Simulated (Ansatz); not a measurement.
## A strain series on KF (rocksalt): uniaxial along z, other directions held

KF built on the rocksalt prototype, relaxed with r2SCAN in the plane-wave code Ansatz, then strained (uniaxial along z, other directions held; changes of length per length, axes as in the cell below) with the atoms relaxed again within the symmetry that is left. It is cubic, Fm-3m (No. 225); conventional cell a = 5.318 Å, 18.80 Å³ an atom. K is surrounded by 6 F at 2.66 Å; F is surrounded by 6 K at 2.66 Å. No spin polarisation and no zero-point or thermal motion.

```xyz
2
Lattice="0.0000 2.6590 2.6590 2.6590 0.0000 2.6590 2.6590 2.6590 0.0000" Properties=species:S:1:pos:R:3 pbc="T T T"
K     0.0000    0.0000    0.0000
F     2.6590    2.6590    2.6590
```

Gaps are the least over each mesh (PBE 8×8×8, r2SCAN 8×8×8, HSE06 6×6×6 when unstrained) and the special points, which keep their unstrained names; stress is the change from the unstrained cell, compression positive.

```tsv
strain (%)	gap, PBE (eV)	gap, r2SCAN (eV)	gap, HSE06 (eV)	edges, HSE06	stress along the strain, r2SCAN (GPa)	energy rise, r2SCAN (meV/atom)
-4.88	6.443	7.092	8.472	Γ	+5.32	13.6
-0.5	6.280	6.930	8.287	Γ	+0.40	0.1
0.0	6.259	6.908	8.263	Γ	0.00	0.0
+4.67	5.993	6.637	7.980	Γ	-2.62	8.0
```

Between zero and the nearest strains the slope of the HSE06 gap against strain is -0.048 eV per percent for negative and -0.061 for positive strain.

The meshes of the hybrids are coarse, so their gaps aren't converged to the digits shown.
